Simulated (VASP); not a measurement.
# Ni: energy at fixed spin moment

Ni, Fm-3m (no. 225), 1 atom in the cell. PBE, fixed spin moment; PAW potentials Ni (PBE set).

Volume against the source cell: 1.

## Input

INCAR.step1:
```
PREC = Accurate ; ENCUT = 450
EDIFF = 1E-7 ; NELM = 200
ALGO = Normal ; ISMEAR = 1
SIGMA = 0.1 ; LREAL = False
LASPH = True ; LMAXMIX = 4
LORBIT = 11 ; LWAVE = False
LCHARG = False ; GGA = PE
ISPIN = 2 ; ISIF = 2
NUPDOWN = 0.0 ; MAGMOM = 0
```

INCAR.step2, as INCAR.step1 but for:
```
- NUPDOWN = 0.0
- MAGMOM = 0
+ NUPDOWN = 0.16
+ MAGMOM = 0.1625
```

INCAR.step3 to INCAR.step9 change the same tags again: MAGMOM = 0.325, 0.4875, 0.65, 0.8125, 0.975, 1.1375, 1.3; NUPDOWN = 0.32, 0.49, 0.65, 0.81, 0.98, 1.14, 1.3.

INCAR.step10, as INCAR.step9 but for:
```
- NUPDOWN = 1.3
```

KPOINTS:
```
k-points
0
Gamma
  20 20 20
```

POSCAR:
```
Ni
1.0
    0.0000000000      1.7375729330      1.7375729330
    1.7375729330      0.0000000000      1.7375729330
    1.7375729330      1.7375729330      0.0000000000
Ni
1
Direct
    0.0000000000      0.0000000000      0.0000000000
```

Commands (each step's output is kept before the next begins):
```
cat potpaw_PBE.64/Ni/POTCAR > POTCAR
cp INCAR.step1 INCAR
mpirun -np 4 vasp_std > vasp.out
rm WAVECAR CHG
cp INCAR.step2 INCAR
mpirun -np 4 vasp_std > vasp.out
rm WAVECAR CHG
cp INCAR.step3 INCAR
mpirun -np 4 vasp_std > vasp.out
rm WAVECAR CHG
cp INCAR.step4 INCAR
mpirun -np 4 vasp_std > vasp.out
rm WAVECAR CHG
cp INCAR.step5 INCAR
mpirun -np 4 vasp_std > vasp.out
rm WAVECAR CHG
cp INCAR.step6 INCAR
mpirun -np 4 vasp_std > vasp.out
rm WAVECAR CHG
cp INCAR.step7 INCAR
mpirun -np 4 vasp_std > vasp.out
rm WAVECAR CHG
cp INCAR.step8 INCAR
mpirun -np 4 vasp_std > vasp.out
rm WAVECAR CHG
cp INCAR.step9 INCAR
mpirun -np 4 vasp_std > vasp.out
rm WAVECAR CHG
cp INCAR.step10 INCAR
mpirun -np 4 vasp_std > vasp.out
```

## Result

- Moment at the minimum, by a parabola in the squared moment through the lowest point and its neighbours (muB per cell): 0.64
- Energy there by the same parabola, against the smallest moment (meV/atom): -54.0
- Moment left free (muB per cell): 0.62

Energy at fixed total moment:

| Moment (muB per cell) | Energy (meV/atom) | Pressure (GPa) |
|---|---|---|
| 0.00 | 0.0 | 6.3 |
| 0.16 | -5.2 | 6.4 |
| 0.32 | -20.5 | 6.6 |
| 0.49 | -43.9 | 7.1 |
| 0.65 | -53.9 | 7.8 |
| 0.81 | -30.1 | 9.1 |
| 0.98 | 38.9 | 11.1 |
| 1.14 | 152.1 | 13.4 |
| 1.30 | 313.4 | 16.5 |

VASP 6.6.1 took 112 s on 4 cores (Intel Xeon 6975P-C (Granite Rapids)), a shared host.
